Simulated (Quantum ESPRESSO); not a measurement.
KTaO3 under changes of volume

One of the cells (12.688 Å³/atom); the others are scaled copies at fixed shape and fractional positions:

```
Ta K O
1.0
     3.98830    0.00000    0.00000
     0.00000    3.98830    0.00000
     0.00000    0.00000    3.98830
Ta K O
1 1 3
Direct
  0.00000 0.00000 0.00000
  0.50000 0.50000 0.50000
  0.00000 0.00000 0.50000
  0.00000 0.50000 0.00000
  0.50000 0.00000 0.00000
```

| Property | Result |
| --- | --- |
| Program | Quantum ESPRESSO 7.5 |
| Functional | LDA |
| Potentials or basis | GBRV 1.5 LDA |
| Cutoff | 762 eV |
| Density cutoff | 6095 eV |
| k mesh | 7 × 7 × 7 |
| Occupations | fermi-dirac, width 0.05 eV |
| Spin | no spin polarisation |

| volume (Å³/atom) | energy over the lowest point (meV/atom) | pressure (GPa) | gap on the mesh (eV) |
| --- | --- | --- | --- |
| 11.927 | 12.68 | 8.9 | 2.26 |
| 12.180 | ? | ? | ? |
| 12.434 | 0.00 | -1.0 | 2.17 |
| 12.688 | 4.52 | -5.1 | 2.13 |
| 12.942 | 15.30 | -8.8 | 2.09 |
| 13.196 | 31.62 | -12.1 | 2.05 |
| 13.449 | 52.93 | -15.1 | 2.00 |

Task: What does the run at 12.180 Å³/atom give?

Result: Energy over the lowest point 2.46 meV/atom; pressure 3.7 GPa; gap on the mesh 2.22 eV.

Worked out: A Birch-Murnaghan fit of order 3 (a polynomial in V^(-2/3)) to the other rows has its minimum at 12.39 Å³/atom with B0 = V·E''(V) = 218 GPa and B' = 4.4. It gives 2.47 meV/atom at 12.180 Å³/atom, against the run's 2.46, and -dE/dV = 3.9 GPa, against 3.7. A straight line through the other rows of the gap, of slope -2.13 eV per unit of ln V, gives 2.22 eV, against the run's 2.22.

Energies are extrapolated to zero smearing.

Caveats: spin-orbit coupling is left out, which moves the levels of the heavy elements; an odd mesh through Γ misses points on the zone boundary, where band edges often lie.
